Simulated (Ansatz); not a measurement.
**What a change of settings does to a run on Sb**

The geometry is COD entry 9013011, unchecked; take it as a test cell. The listed cell was then made from it by scaling, straining or moving an atom.

First run: DFT, PBE, PAW with Ansatz's default frozen-core files, scalar-relativistic (Ansatz 0.2.0).

Command: `ansatz run input.yaml --threads 1 --pin off --max-ram 2048MiB --backend cpu --events-out ev --progress --plain --runs-dir out` The run took about 16 s on 1 thread of a shared machine.

```yaml
crystal:
  lattice:
    - [3.2963613365, 0.0, 0.0]
    - [-1.6481806682, 2.8547326575, 0.0]
    - [0.0, 0.0, 5.1771681051]
  atoms:
    - { symbol: Sb, position: [0.3333333333, 0.6666666667, 0.25] }
    - { symbol: Sb, position: [0.6666666667, 0.3333333333, 0.75] }
kpoints:
  mp_grid: { grid: [11, 11, 7] }
scf:
  occupations: { method: fermi_dirac, width: 0.05 }
hamiltonian:
  xc: pbe
  pseudopotentials: { kind: paw }
output:
  forces: true
  stress: true
  efg: { contact_densities: true }
relax:
  f_tol: 0.005
  max_steps: 80
  cell: {}
```

Result: converged; relaxed volume 27.400 Å³/atom; 32 SCF iterations in all.

Spin–orbit coupling is left out, though it moves levels of the heavy atoms by tenths of an eV or more.

The input is then changed:

```diff
@@ -8,5 +8,5 @@
     - { symbol: Sb, position: [0.6666666667, 0.3333333333, 0.75] }
 kpoints:
-  mp_grid: { grid: [11, 11, 7] }
+  mp_grid: { grid: [11, 11, 7], shift: [0.5, 0.5, 0.5] }
 scf:
   occupations: { method: fermi_dirac, width: 0.05 }
@@ -18,7 +18,13 @@
   stress: true
   efg: { contact_densities: true }
+  write_density: true
+  write_potential: true
+  elf: true
+  volumetric_format: npy
 relax:
   f_tol: 0.005
   max_steps: 80
   cell: {}
+basis:
+  ecutwfc: "600 eV"
```

(1) What does the second run give?

## Answers

(1) It converged; energy at zero smearing -53.9 meV/atom from the first run; relaxed volume 27.243 Å³/atom; 53 SCF iterations in all.
